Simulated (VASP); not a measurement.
Cs, 8 atoms in the cell. The cell holds a slab with vacuum, 8 atoms: a = 5.566 Å, b = 5.566 Å, c = 47.413 Å, α = 90.00°, β = 90.00°, γ = 120.00°. The slab is cut from a database's or a generator's crystal, which needn't be the stable form of the element. The cell isn't the ideal one: the (0 0 1) slab of Cs, cut from the database cell, not relaxed.

| Property | Result |
| --- | --- |
| Program | VASP 6.6.1 |
| Task | work function |
| Functional | PBE |
| Potentials or basis | VASP PAW PBE potentials, release 64 (Cs_sv) |
| Cutoff | 520 eV |
| k mesh | 6 × 6 × 1 |
| Occupations | gaussian, width 0.05 eV |
| Spin | no spin polarisation |
| Dipole correction | yes |
| Further INCAR settings | ALGO = Normal; EDIFF = 1e-07 |

Potentials or basis: VASP PAW PBE potentials, release 64 (Cs_sv).

Run with:

```bash
$ cat potpaw_PBE.64/Cs_sv/POTCAR > POTCAR
$ mpirun -np 1 vasp_std > vasp.out
```

Hardware: 1 thread of Intel(R) Xeon(R) 6975P-C (Granite Rapids) (shared host).

Task: Estimate the wall time of this run.

Result: Wall time 11 min on 1 thread of Intel(R) Xeon(R) 6975P-C (Granite Rapids) (shared host), peak memory 1.2 GiB. Counts: scf iterations 27, k points 7.
